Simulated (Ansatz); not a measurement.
A plane-wave DFT run in Ansatz 0.2.0 (scalar-relativistic PAW potentials unless the input names others): input and command.

```yaml
crystal:
  lattice:
    - [3.27475921, -3.27475921, 3.27475921]
    - [3.27475921, 3.27475921, -3.27475921]
    - [-3.27475921, 3.27475921, 3.27475921]
  atoms:
    - { symbol: In, position: [0.0, 0.5, 0.75] }
    - { symbol: In, position: [0.25, 0.25, 0.75] }
    - { symbol: In, position: [0.5, 0.0, 0.75] }
    - { symbol: In, position: [0.75, 0.5, 0.0] }
    - { symbol: In, position: [0.75, 0.75, 0.75] }
    - { symbol: In, position: [0.0, 0.25, 0.0] }
    - { symbol: In, position: [0.25, 0.0, 0.0] }
    - { symbol: In, position: [0.5, 0.5, 0.25] }
    - { symbol: In, position: [0.5, 0.75, 0.0] }
    - { symbol: In, position: [0.75, 0.25, 0.25] }
    - { symbol: In, position: [0.0, 0.0, 0.25] }
    - { symbol: In, position: [0.25, 0.5, 0.5] }
    - { symbol: In, position: [0.25, 0.75, 0.25] }
    - { symbol: In, position: [0.5, 0.25, 0.5] }
    - { symbol: In, position: [0.75, 0.0, 0.5] }
    - { symbol: In, position: [0.0, 0.75, 0.5] }
    - { symbol: As, position: [0.0, 0.5, 0.5] }
    - { symbol: As, position: [0.25, 0.25, 0.5] }
    - { symbol: As, position: [0.5, 0.0, 0.5] }
    - { symbol: As, position: [0.75, 0.5, 0.75] }
    - { symbol: As, position: [0.75, 0.75, 0.5] }
    - { symbol: As, position: [0.0, 0.25, 0.75] }
    - { symbol: As, position: [0.25, 0.0, 0.75] }
    - { symbol: As, position: [0.5, 0.5, 0.0] }
    - { symbol: As, position: [0.5, 0.75, 0.75] }
    - { symbol: As, position: [0.75, 0.25, 0.0] }
    - { symbol: As, position: [0.0, 0.0, 0.0] }
    - { symbol: As, position: [0.25, 0.5, 0.25] }
    - { symbol: As, position: [0.25, 0.75, 0.0] }
    - { symbol: As, position: [0.5, 0.25, 0.25] }
    - { symbol: As, position: [0.75, 0.0, 0.25] }
    - { symbol: As, position: [0.0, 0.75, 0.25] }
basis:
  ecutwfc: 420
  xc_grid: 2
kpoints:
  mp_grid: { grid: [3, 3, 3], shift: [0.0, 0.0, 0.0] }
hamiltonian:
  xc: pbe
scf:
  occupations: { method: gaussian, width: 0.1 }
  max_iter: 50
output:
  forces: true
  eigenvalues: true
  stress: true
```

```bash
ansatz run input.yaml --threads 4 --pin off --max-ram 10240MiB --backend cpu --events-out ev --progress --plain --runs-dir out
```

Abridged log:
```
Basis set: ecut = 420 eV, 2731 PW (Γ), exchange–correlation on 80×80×80 points (8 copies of the dense FFT grid, shifted against one another)
Bands: 269, of which v1, the nominal top of the filled ones, is band 224 counted from 1 (223 counted from 0)
Symmetry: 384 space group operations
k-points: 4 of 27 (time reversal used)
SCF iter   1: F=—  HF=-164614.469258 eV  |F-HF|=—  |Δ(HF+E_count)|=         —  Δρ=3.82e-1  dr2=1.05e2  ethr=1.77e-3  ⟨swp⟩=24.5  Hψ=10483  notcnv=0  defer=13
SCF iter   2: F=—  HF=-164538.824056 eV  |F-HF|=—  |Δ(HF+E_count)|=    7.56e1  Δρ=1.93e-1  dr2=2.32e1  ethr=1.77e-3  ⟨swp⟩=8.8  Hψ=3879  notcnv=0  defer=137
SCF iter   3: F=—  HF=-164527.826811 eV  |F-HF|=—  |Δ(HF+E_count)|=    1.10e1  Δρ=4.10e-2  dr2=7.34e-1  ethr=1.77e-3  ⟨swp⟩=9.8  Hψ=3097  notcnv=0  defer=142
SCF iter   4: F=—  HF=-164528.513953 eV  |F-HF|=—  |Δ(HF+E_count)|=   6.87e-1  Δρ=6.85e-3  dr2=2.11e-2  ethr=1.64e-4  ⟨swp⟩=6.8  Hψ=3743  notcnv=0  defer=145
SCF iter   5: F=—  HF=-164528.460257 eV  |F-HF|=—  |Δ(HF+E_count)|=   5.37e-2  Δρ=3.82e-3  dr2=1.17e-2  ethr=4.70e-6  ⟨swp⟩=7.5  Hψ=4015  notcnv=0  defer=109
automatic band count: iteration 5 solves 260 bands in place of 269: the levels show a gap, and the empty bands left out lie too high to hold charge; the band table lists the bands solved (type scf.n_extra_bands for more)
SCF iter   6: F=—  HF=-164528.452398 eV  |F-HF|=—  |Δ(HF+E_count)|=   7.86e-3  Δρ=4.49e-4  dr2=1.87e-4  ethr=2.62e-6  ⟨swp⟩=2.8  Hψ=2141  notcnv=0  defer=109
SCF iter   7: F=—  HF=-164528.452426 eV  |F-HF|=—  |Δ(HF+E_count)|=   2.78e-5  Δρ=7.94e-5  dr2=4.19e-6  ethr=4.18e-8  ⟨swp⟩=7.8  Hψ=4140  notcnv=0  defer=109
SCF iter   8: F=—  HF=-164528.452411 eV  |F-HF|=—  |Δ(HF+E_count)|=   1.52e-5  Δρ=2.32e-5  dr2=3.58e-7  ethr=9.35e-10  ⟨swp⟩=8.5  Hψ=4339  notcnv=0  defer=109
SCF iter   9: F=-164528.452411 eV  HF=-164528.452411 eV  |F-HF|=6.11e-10  |Δ(HF+E_count)|=   1.17e-7  Δρ=1.22e-6  dr2=7.56e-10  ethr=2.23e-11  ⟨swp⟩=55.2  Hψ=19104  notcnv=0
SCF 1 converged in 9 iterations: F = -164528.452411 eV  dr2 = 7.56e-10
SCF converged after 9 iterations
Free energy (F): -164528.452411 eV
Harris-Foulkes:  -164528.452411 eV  (|F-HF|=6.11e-10)
Internal energy: -164528.426720 eV  (E = F + TS)
E sigma→0 (E₀):  -164528.439565 eV
Entropy (-TS):   -0.025691 eV (-0.803 meV/atom)
Fermi energy:    71.765750 eV
--- Forces (eV/Å), atoms counted from 1 ---
  atom   1  In     0.00000000     0.00000000     0.00000000
  atom   2  In     0.00000000     0.00000000     0.00000000
  atom   3  In     0.00000000     0.00000000     0.00000000
  atom   4  In     0.00000000     0.00000000     0.00000000
  atom   5  In     0.00000000     0.00000000     0.00000000
  atom   6  In     0.00000000     0.00000000     0.00000000
  atom   7  In     0.00000000     0.00000000     0.00000000
  atom   8  In     0.00000000     0.00000000     0.00000000
  atom   9  In     0.00000000     0.00000000     0.00000000
  atom  10  In     0.00000000     0.00000000     0.00000000
  atom  11  In     0.00000000     0.00000000     0.00000000
  atom  12  In     0.00000000     0.00000000     0.00000000
  atom  13  In     0.00000000     0.00000000     0.00000000
  atom  14  In     0.00000000     0.00000000     0.00000000
  atom  15  In     0.00000000     0.00000000     0.00000000
  atom  16  In     0.00000000     0.00000000     0.00000000
  atom  17  As     0.00000000     0.00000000     0.00000000
  atom  18  As     0.00000000     0.00000000     0.00000000
  atom  19  As     0.00000000     0.00000000     0.00000000
  atom  20  As     0.00000000     0.00000000     0.00000000
  atom  21  As     0.00000000     0.00000000     0.00000000
  atom  22  As     0.00000000     0.00000000     0.00000000
  atom  23  As     0.00000000     0.00000000     0.00000000
  atom  24  As     0.00000000     0.00000000     0.00000000
  atom  25  As     0.00000000     0.00000000     0.00000000
  atom  26  As     0.00000000     0.00000000     0.00000000
  atom  27  As     0.00000000     0.00000000     0.00000000
  atom  28  As     0.00000000     0.00000000     0.00000000
  atom  29  As     0.00000000     0.00000000     0.00000000
  atom  30  As     0.00000000     0.00000000     0.00000000
  atom  31  As     0.00000000     0.00000000     0.00000000
  atom  32  As     0.00000000     0.00000000     0.00000000
--- Stress (GPa, compression-positive) ---
     5737.748303       0.000000       0.000000
        0.000000    5737.748303       0.000000
        0.000000       0.000000    5737.748303
  P = ⅓ Tr σ = 5737.7483 GPa (57377.483 kbar)
```

**Question.** The run was meant for a cell not far from equilibrium. What is wrong with this input?

**Answer.** The fault is a lattice far too small (lattice vectors times 0.529). Setting it back cures it. The run converged all the same, with an energy at zero smearing 85.7 eV/atom above the reference's, pressure 5737.75 GPa, largest force 0.000 eV/Å, no gap on the mesh, so convergence alone doesn't show that an input is right. A reference run of the cell with lattice vectors 6.1884 -6.1884 6.1884; 6.1884 6.1884 -6.1884; -6.1884 6.1884 6.1884 Å and the atoms in their places converged with pressure -0.03 GPa, largest force 0.000 eV/Å, no gap on the mesh.

It took 6.4 s on 4 threads of AMD EPYC 9R45 96-Core Processor (Zen 5), with other jobs on the host, peak memory 1.2 GiB.